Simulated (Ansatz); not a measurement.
# Ir (fcc): from the first guess to the electronic structure, part 2 of 2

Aim: bring Ir (fcc) to zero pressure, then compute its bands, density of states and charges. The run doesn't test whether this is the element's stable form.

Ansatz 0.2.0; DFT r²SCAN, scalar-relativistic, plane waves, PAW (the target; the first runs use scalar-relativistic PBE).

## 9. A single point with the electronic structure

Contents of input.yaml:

```yaml
crystal:
  lattice:
    - [0.0, 1.9221589948, 1.9221589948]
    - [1.9221589948, 0.0, 1.9221589948]
    - [1.9221589948, 1.9221589948, 0.0]
  atoms:
    - { symbol: Ir, position: [0.0, 0.0, 0.0] }
basis:
  ecutwfc: 500
  ecutrho_ratio: 4
kpoints:
  mp_grid: { grid: [18, 18, 18] }
  band_path:
    path:
      - [[0.0, 0.0, 0.0], [0.5, 0.0, 0.5], [0.625, 0.25, 0.625]]
      - [[0.375, 0.375, 0.75], [0.0, 0.0, 0.0], [0.5, 0.5, 0.5], [0.5, 0.25, 0.75], [0.5, 0.0, 0.5]]
    npoints: 14
hamiltonian:
  xc: r2scan
scf:
  occupations: { method: gaussian, width: 0.05 }
output:
  forces: true
  stress: true
  eigenvalues: true
  populations: true
  dos: { projected: true, de: 0.02, nscf_kmesh: { grid: [27, 27, 27] } }
  bader: true
```

The log of the run:

```text
Warning: RAYON_NUM_THREADS=2 ignored (pool sized by the plan → 2); use --threads N
Engine: ansatz 0.2.0, aarch64-unknown-linux-gnu
Pseudopotentials: kind: paw
Pseudopotential: Ir, paw, valence charge 17, recommended cutoff 500 eV (meta_gga), Ir.paw.azcp
Functional definition: r2SCAN
  parameter k0 = 0.174
  parameter k1 = 0.065
  parameter a1 = 4.9479
  exchange = r2scan_x(k0 = k0, k1 = k1, a1 = a1)
  correlation = r2scan_c
Crystal: 1 atoms, lattice volume = 14.204 Å³
Basis set: ecut = 500 eV, 339 PW (Γ), exchange–correlation on 80×80×80 points (64 copies of the dense FFT grid, shifted against one another)
Bands: 13, of which v1, the nominal top of the filled ones, is band 9 counted from 1 (8 counted from 0)
Symmetry: 48 space group operations
Space group: Fm-3m (ITA 225), of the structure as read, at distance tolerance 2.4e-5 Å
k-points: 195 of 5832
Non-local potential: Ir, projectors of the file, l = 0: 3, l = 1: 2, l = 2: 2, l = 3: 1
PAW form: soft (Blöchl's): semilocal exchange-correlation on the pseudo side does not see the compensation charge
PAW frozen core: Ir, regenerated for the run's functional (the file was generated under x = pbe(κ = 0.804, μ = 0.2195149727645171), c = pbe(β = 0.06672455060314922))
PAW one-centre angular grid: Ir, 590 points (default); XC on 160 Gauss nodes
Initial density: superposition of atomic densities (neutral atoms: chi_scale 0, normalization atom), corrected by the library's trained network
Initial wavefunctions: pseudopotential atomic-orbital guess
Functional: x = r2scan, c = r2scan; τ floored in thin density (d = 2e-4 eV/Å³)
SCF iter   1: F=—  HF=-11948.698458 eV  |F-HF|=—  |Δ(HF+E_count)|=         —  Δρ=1.10e-2  dr2=7.63e-3  dr2_τ=3.71e-2  ethr=1.77e-3  ⟨swp⟩=5.3  Hψ=14716  notcnv=0
preconditioner: auto → none  [metal: Δε(μ)=0.023 eV  Ē_g=14.890 eV  σ=0.050 eV  W_gap=0.25  n_scr=0 (ndim 8)  ℏωp=29.6 eV  f_vac=0.000  D(μ)=0.94/eV (n_scr^D=14)]
SCF iter   2: F=—  HF=-11948.724789 eV  |F-HF|=—  |Δ(HF+E_count)|=   2.63e-2  Δρ=5.17e-3  dr2=8.54e-4  dr2_τ=4.38e-4  ethr=4.49e-5  ⟨swp⟩=2.0  Hψ=5740  notcnv=0  defer=104
SCF iter   3: F=—  HF=-11948.725467 eV  |F-HF|=—  |Δ(HF+E_count)|=   6.78e-4  Δρ=1.61e-3  dr2=7.86e-5  dr2_τ=2.62e-5  ethr=5.02e-6  ⟨swp⟩=2.1  Hψ=2971  notcnv=0  defer=104
SCF iter   4: F=—  HF=-11948.725543 eV  |F-HF|=—  |Δ(HF+E_count)|=   7.57e-5  Δρ=1.30e-4  dr2=8.79e-7  dr2_τ=9.81e-8  ethr=4.62e-7  ⟨swp⟩=2.2  Hψ=3483  notcnv=0  defer=104
iter 5 did not close the SCF: its close was put off for the readings that it lacked (scf_convergence_deferred on its scf_iter line)
SCF iter   5: F=-11948.725544 eV  HF=-11948.725544 eV  |F-HF|=5.39e-9  |Δ(HF+E_count)|=   7.96e-7  Δρ=3.33e-5  dr2=9.85e-8  dr2_τ=1.36e-8  ethr=5.17e-9  ⟨swp⟩=2.0  Hψ=3719  notcnv=0  defer=104
SCF iter   6: F=-11948.725544 eV  HF=-11948.725544 eV  |F-HF|=4.11e-10  |Δ(HF+E_count)|=   2.88e-8  Δρ=1.03e-5  dr2=1.06e-8  dr2_τ=8.89e-10  ethr=5.79e-10  ⟨swp⟩=4.0  Hψ=9596  notcnv=0
SCF 1 converged in 6 iterations: F = -11948.725544 eV  dr2 = 1.06e-8
NSCF: frozen V_eff on 86 k-points
NSCF: frozen V_eff on 560 k-points
SCF converged after 6 iterations
Free energy (F): -11948.725544 eV
Harris-Foulkes:  -11948.725544 eV  (|F-HF|=4.11e-10)
Internal energy: -11948.724393 eV  (E = F + TS)
E sigma→0 (E₀):  -11948.724968 eV
Entropy (-TS):   -0.001150 eV (-1.150 meV/atom)
Fermi energy:    25.497792 eV
--- Per-component energies (eV) ---
  E_band       = -102.553336
  E_kinetic    = 623.498542
  E_local      = -1070.744700  (includes V_loc(G=0)·N_el)
  E_nonlocal   = 73.921720
  E_hartree    = 411.672163
  E_xc         = -255.487377
  E_vxc        = -333.598509  (∫ρ·V_xc dr)
  E_paw        = -9249.697328  (= ΣΔE_a)
  E_vpaw       = -239.679371  (= ΣTr[D̂ρ^β])
  E_aug_tail   = -0.000017  (compensation charges beyond the density's cutoff)
  E_vtau       = 20.708097  (kinetic-family band-sum trace: ∫τ·v_τ [+ j·A + Jᵃ·Aᵃ] dr)
  E_ewald      = -2481.570503
  E_core_change = -0.316894  (= ΣΔE_core)
  E_smearing   = -0.001150  (= −TS)
  E_closure    = 0.000000  (closes the sum)
  Σ components = -11948.725544   (vs F -11948.725544, Δ=0.00e0)
--- Forces (eV/Å), atoms counted from 1 ---
  atom   1  Ir     0.00000000     0.00000000     0.00000000
  max |Σ_I F_I| component: 3.90e-32 eV/Å
--- Stress (GPa, compression-positive) ---
       -0.088541      -0.000000      -0.000000
        0.000000      -0.088541       0.000000
        0.000000      -0.000000      -0.088541
  P = ⅓ Tr σ = -0.0885 GPa (-0.885 kbar)
--- Band table (eV; the first three rows and the last of 195) ---
  k-point 0: bands = ["-69.4788", "-25.3124", "-25.3124", "-25.3124", "13.9846", "21.4714", "21.4714", "21.4714", "24.1685", "24.1685", "39.7190", "45.4908", "45.4908"]
  k-point 1: bands = ["-69.4766", "-25.3387", "-25.3159", "-25.3159", "14.1288", "21.3934", "21.5334", "21.5334", "24.1280", "24.1280", "39.9670", "44.8479", "45.7278"]
  k-point 2: bands = ["-69.4702", "-25.4140", "-25.3262", "-25.3262", "14.5460", "21.1936", "21.6949", "21.6949", "24.0405", "24.0405", "40.6491", "43.5005", "46.4194"]
  k-point 194: bands = ["-69.3805", "-25.9071", "-25.8237", "-25.6303", "18.9229", "19.9051", "21.0004", "23.6671", "27.0294", "34.0883", "34.1587", "35.5139", "39.3330"]
--- Löwdin populations: 1 site ---
  site symbol       q [e]
     0     Ir     16.8072
  spilling = 0.011341 (of n_electrons = 17.000000)
--- Bader charges: 1 site ---
  site symbol  charge [e]  shift [e]
     0     Ir      0.0000     0.0000
  estimated error of the sums over rays = 6.8e-7 e
```

Wall time 7.7 s (2 threads of an Arm CPU, shared host); peak memory 0.35 GiB.

This gives: volume 14.204 Å³/atom, pressure -0.09 GPa, a metal on this mesh.

Band energies at the corners of the path (eV from the Fermi level), the three nearest on each side:

| point | filled | empty |
| --- | --- | --- |
| Γ | -4.03 -1.33 -1.33 |  |
| X | -8.20 -7.63 | 0.80 1.53 1.53 |
| U | -6.21 -3.02 -1.01 | 0.63 6.61 |
| K | -6.21 -3.02 -1.01 | 0.63 6.61 |
| L | -4.18 -4.18 -0.73 | 0.89 0.89 |
| W | -5.07 -5.07 -1.94 | 1.53 |

Empty levels over 7.0 eV, where the set of bands solved is no longer complete, are left out.

Where fewer filled levels are listed, no further ones lie within 9 eV under the Fermi level in the band file.

Bands that cross the Fermi level on the path (counted from 0), with the number of crossings: 6: 3, 7: 3, 8: 3, 9: 3.

The density of states, summed over windows 1 eV wide (Fermi level at zero):

| from | to | total | Ir 5d | Ir 6s |
| --- | --- | --- | --- | --- |
| -7 | -6 | 1.05 | 0.94 | 0.10 |
| -6 | -5 | 0.97 | 0.92 | 0.03 |
| -5 | -4 | 1.23 | 1.13 | 0.07 |
| -4 | -3 | 1.49 | 1.36 | 0.08 |
| -3 | -2 | 0.97 | 0.88 | 0.05 |
| -2 | -1 | 1.06 | 0.98 | 0.04 |
| -1 | 0 | 0.82 | 0.78 | 0.03 |
| 0 | 1 | 1.19 | 1.14 | 0.03 |
| 1 | 2 | 0.61 | 0.54 | 0.05 |
| 2 | 3 | 0.26 | 0.14 | 0.07 |
| 3 | 4 | 0.26 | 0.10 | 0.09 |
| 4 | 5 | 0.25 | 0.06 | 0.10 |
| 5 | 6 | 0.22 | 0.04 | 0.09 |

Below -7 eV the file holds 1.3 more states, down to its end at -10 eV.

The projection uses the shells of the potentials' files: it has no valence p orbitals on Ir, so such weight is missing from the shares.

## 10. Results

What follows sums up all 2 parts. Changes of volume or cell count from the first structure of part 1.

```
                 quantity                                                                      value
              space group                                                            Fm-3m (No. 225)
        conventional cell  a = 3.844 Å, b = 3.844 Å, c = 3.844 Å, α = 90.00°, β = 90.00°, γ = 90.00°
                   volume                                                             14.204 Å³/atom
                 pressure                                                                  -0.09 GPa
                      gap                                                               none (metal)
states at the Fermi level                                                       0.87 per eV per cell
```

Over the 6 runs shown the cell moved from 14.16 to 14.20 Å³/atom, a change of +0.3 %, where the pressure is zero within 0.09 GPa. It comes out metallic. A measured lattice constant a of Ir is 3.837 Å (powder; “Phase stability and electronic structure of iridium metal at the megabar range”, 2019, pmc:6586894); the calculated 3.844 Å misses it by +0.2 %. 2 values of this kind are on record in papers (3.837 to 3.838 Å); this one was drawn at random among those near their median, those with a stated uncertainty first. The calculation is for 0 K without zero-point motion. Spin–orbit coupling is left out, though the cell holds Ir; in elements this heavy it can shift levels and gaps by tenths of an eV.
